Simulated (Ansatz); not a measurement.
**C: random displacements**

Level of theory: DFT LDA, scalar-relativistic, plane waves, PAW (Ansatz 0.2.0). Cutoff 420 eV, Γ-centred 10×10×10 k-points, Gaussian smearing of 0.03 eV. No spin polarisation. Energies are free energies at this smearing, counted from the undisturbed cell; pressure is positive in compression.

Reference structure (relaxed at this level; this form isn't the usual structure):

```
C
1.0
     0.00000   -4.23330    0.00000
    -2.44557   -2.11665   -3.35975
     2.44557   -2.11665   -3.35975
C
8
Direct
  0.83329 0.50000 0.50000
  0.83329 0.00000 0.00000
  0.33329 0.75000 0.25000
  0.33329 0.25000 0.75000
  0.16671 0.50000 0.50000
  0.16671 0.00000 0.00000
  0.66671 0.75000 0.25000
  0.66671 0.25000 0.75000
```

The cell holds layers and no dispersion correction was added, so their binding is poorly described.

The atoms are displaced (Å, in the unstrained cell):

```
atom ux uy uz
  C1  -0.241   0.070   0.184
  C2  -0.077   0.008  -0.122
  C3   0.014   0.025  -0.130
  C4   0.314   0.131  -0.053
  C5  -0.004  -0.080  -0.025
  C6  -0.229  -0.223  -0.005
  C7   0.162   0.162  -0.090
  C8   0.061  -0.094   0.240
```

Strain (Voigt, engineering shear): (0.0814, -0.0349, 0.0094, -0.0703, 0.0399, 0.0450).

**Question.** What are the energy change, the stress and the forces?

**Answer.** ΔE = 3969.5 meV/atom; stress (xx, yy, zz, yz, xz, xy; compression positive) (150.15, 92.67, -0.08, 0.92, 20.96, 66.72) GPa.
| atom | Fx (eV/Å) | Fy | Fz |
| --- | --- | --- | --- |
| C1 | 15.21 | -10.18 | 1.63 |
| C2 | 0.57 | -1.67 | 1.42 |
| C3 | 1.12 | 6.33 | 0.25 |
| C4 | -125.46 | -61.44 | -4.92 |
| C5 | -2.23 | 6.09 | 0.14 |
| C6 | 124.28 | 62.64 | 5.13 |
| C7 | -11.66 | -4.68 | -1.45 |
| C8 | -1.81 | 2.90 | -2.19 |

Cost: 1 run of about 2.1 core-minutes, on Intel Xeon Processor @ 2.70GHz (shared hosts).